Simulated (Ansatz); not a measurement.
# SnS: the cost of one run

Computed with Ansatz 0.2.0 (DFT PBE, scalar-relativistic, plane waves, PAW, and further levels as typed in the inputs, unless a step's input says otherwise).

**1. The starting structure**

It takes space group Pnma (No. 62, orthorhombic). The conventional cell has a = 11.200 Å, b = 3.987 Å, c = 4.334 Å, α = 90.00°, β = 90.00°, γ = 90.00°. Sn (site symmetry m) has 3 S at 2.63 to 2.67 Å as nearest neighbours. S (site symmetry m) has 3 Sn at 2.63 to 2.67 Å as nearest neighbours.

Coordinates:

```
CELL_PARAMETERS angstrom
11.20000 0.00000 0.00000
0.00000 3.98700 0.00000
0.00000 0.00000 4.33400
ATOMIC_POSITIONS crystal
Sn 0.11940 0.25000 0.11980
Sn 0.38060 0.75000 0.61980
Sn 0.61940 0.25000 0.38020
Sn 0.88060 0.75000 0.88020
S 0.85080 0.25000 0.47930
S 0.64920 0.75000 0.97930
S 0.35080 0.25000 0.02070
S 0.14920 0.75000 0.52070
```

The structure rests on an entry of the Crystallography Open Database; cell or positions may have been set otherwise for this series.

**2. Single point: SnS, no spin**

Contents of input.yaml:

```yaml
crystal:
  lattice:
    - [11.2, 0.0, 0.0]
    - [0.0, 3.987, 0.0]
    - [0.0, 0.0, 4.334]
  atoms:
    - { symbol: Sn, position: [0.1194, 0.25, 0.1198] }
    - { symbol: Sn, position: [0.3806, 0.75, 0.6198] }
    - { symbol: Sn, position: [0.6194, 0.25, 0.3802] }
    - { symbol: Sn, position: [0.8806, 0.75, 0.8802] }
    - { symbol: S, position: [0.8508, 0.25, 0.4793] }
    - { symbol: S, position: [0.6492, 0.75, 0.9793] }
    - { symbol: S, position: [0.3508, 0.25, 0.0207] }
    - { symbol: S, position: [0.1492, 0.75, 0.5207] }
scf:
  occupations: { method: fixed }
output:
  forces: false
  stress: false
  eigenvalues: true
  write_density: true
  write_potential: true
  elf: true
  volumetric_format: npy
kpoints:
  mp_grid: { grid: [3, 8, 8] }
  band_path:
    path:
      - [[0.0, 0.0, 0.0], [0.5, 0.0, 0.0], [0.5, 0.5, 0.0], [0.0, 0.5, 0.0], [0.0, 0.0, 0.0], [0.0, 0.0, 0.5], [0.5, 0.0, 0.5], [0.5, 0.5, 0.5], [0.0, 0.5, 0.5], [0.0, 0.0, 0.5]]
      - [[0.5, 0.0, 0.0], [0.5, 0.0, 0.5]]
      - [[0.0, 0.5, 0.0], [0.0, 0.5, 0.5]]
      - [[0.5, 0.5, 0.0], [0.5, 0.5, 0.5]]
    npoints: 24
```

The run is started by

```bash
$ ansatz run input.yaml --threads 8 --pin off --max-ram 22528MiB --backend cpu --events-out ev --progress --plain --runs-dir out
```

Q: Estimate wall time and peak memory on 8 threads of Intel Xeon Platinum 8488C (Sapphire Rapids), shared host.

About 9 s, with a peak of 1.7 GiB.
